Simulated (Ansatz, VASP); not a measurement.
**Two plane-wave programs on SiO2**

```
CELL_PARAMETERS angstrom
7.46400 0.00000 0.00000
0.00000 7.46400 0.00000
0.00000 0.00000 8.62000
ATOMIC_POSITIONS crystal
Si 0.43011 0.43011 0.00000
Si 0.06989 0.93011 0.25000
Si 0.56989 0.56989 0.50000
Si 0.93011 0.06989 0.75000
Si 0.37410 0.15219 0.23443
Si 0.34781 0.87410 0.48443
Si 0.62590 0.84781 0.73443
Si 0.65219 0.12590 0.98443
Si 0.87410 0.34781 0.51557
Si 0.84781 0.62590 0.26557
Si 0.12590 0.65219 0.01557
Si 0.15219 0.37410 0.76557
O 0.37044 0.35890 0.17463
O 0.14110 0.87044 0.42463
O 0.62956 0.64110 0.67463
O 0.85890 0.12956 0.92463
O 0.87044 0.14110 0.57537
O 0.64110 0.62956 0.32537
O 0.12956 0.85890 0.07537
O 0.35890 0.37044 0.82537
O 0.15111 0.13015 0.22632
O 0.36985 0.65111 0.47632
O 0.84889 0.86985 0.72632
O 0.63015 0.34889 0.97632
O 0.65111 0.36985 0.52368
O 0.86985 0.84889 0.27368
O 0.34889 0.63015 0.02368
O 0.13015 0.15111 0.77368
O 0.42467 0.05383 0.39629
O 0.44617 0.92467 0.64629
O 0.57533 0.94617 0.89629
O 0.55383 0.07533 0.14629
O 0.92467 0.44617 0.35371
O 0.94617 0.57533 0.10371
O 0.07533 0.55383 0.85371
O 0.05383 0.42467 0.60371
```

Alike in both runs: functional PBE; k mesh 3 × 3 × 3; occupations fermi-dirac, width 0.02 eV; no spin polarisation.

Ansatz relaxed the structure, and its values are those at the end. VASP's run is a single point on that final structure, the one shown.

|  | VASP | Ansatz |
| --- | --- | --- |
| version | VASP 6.6.1 | Ansatz 0.2.0 |
| potentials or method | VASP PAW PBE potentials, release 64 (Si, O) | plane-wave PAW, scalar-relativistic |
| plane-wave cutoff (eV) | 520 | 420 |
| valence electrons in the cell | 192 | 192 |

```csv
,VASP,Ansatz,Ansatz less VASP
gap on the k mesh at the Fermi level (eV),4.30,4.32,+0.019
pressure (GPa),6.9,6.6,-0.33
rms of the force components (eV/Å),0.016,0.004,-0.0120
```

Ansatz warned: «stress_scf_threshold_loose».

Caveats: an odd mesh through Γ misses points on the zone boundary, where band edges often lie.
